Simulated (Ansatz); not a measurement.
# Ho: equation of state with PBE

Ho:

```
Ho
1.0
     0.00000    2.49425    2.49425
     2.49425    0.00000    2.49425
     2.49425    2.49425    0.00000
Ho
1
Direct
  0.00000 0.00000 0.00000
```

This isn't the form of Ho at room conditions, which is hcp.

```yaml
Program: Ansatz 0.2.0
Task: equation of state
Functional: PBE
Potentials_or_basis: all-electron LAPW, scalar-relativistic
Basis_error_allowed: 0.0005 eV/atom
k_mesh: 9 × 9 × 9
Occupations: fermi-dirac, width 0.05 eV
Spin: collinear spin, ferromagnetic start
Starting_moments: "[4.0] μB"
```

```
Equilibrium volume : 34.67 Å³/atom (rough: see the caveat)
Bulk modulus       : 20 GPa (rough)
```

Energy against volume, from the lowest point:
```
volume (Å³/atom)  energy (meV/atom)
          29.173              66.02
          29.793              48.83
          30.414              34.40
          31.035              22.50
          31.655              12.93
          32.276               5.49
          32.897               0.00
```

All runs of the series together: 120 s on 2 threads of AMD EPYC 9R45 96-Core Processor (Zen 5), with other jobs on the host.

Caveat: the minimum lies outside the volumes run. The state reached can hang on the start; a lower one may exist.
